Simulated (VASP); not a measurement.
A run of VASP 6.6.1 is set up as follows.

INCAR

```
SYSTEM = Sb
ALGO = Normal
EDIFF = 1E-7
EDIFFG = -0.005
ENCUT = 600
IBRION = 2
ISIF = 3
ISMEAR = 1
LASPH = .TRUE.
LCHARG = .FALSE.
LREAL = .FALSE.
LWAVE = .FALSE.
NELM = 80
NSW = 90
PREC = Accurate
SIGMA = 0.1
```

The input KPOINTS:

```
k-points
0
G
  12 12 10
  0 0 0
```

POSCAR

```
Sb                                      
1.0
    2.1499439914      1.2412707423      3.6473172948
   -2.1499439914      1.2412707423      3.6473172948
   -0.0000000000     -2.4825414846      3.6473172948
  Sb            
     2
Direct
     0.2367028076213303    0.2367028076213303    0.2367028076213303
     0.7632971923786697    0.7632971923786697    0.7632971923786697
```

Potentials or basis: VASP PAW LDA potentials, release 64 (Sb).

Launch:

```bash
$ cat potpaw_LDA.64/Sb/POTCAR > POTCAR
$ mpirun -np 1 vasp_std > vasp.out
```

Task: Predict the band gap on the k mesh.

Result: None (metal or under the smearing width).

Forces in eV/Å, atoms in the order of the input:
```
Sb   0.000  0.000  0.005
Sb   0.000  0.000 -0.005
```

Caveat: the relaxation stopped at its first step, so nothing moved. Spin-orbit coupling is left out, which matters for the levels of Sb.
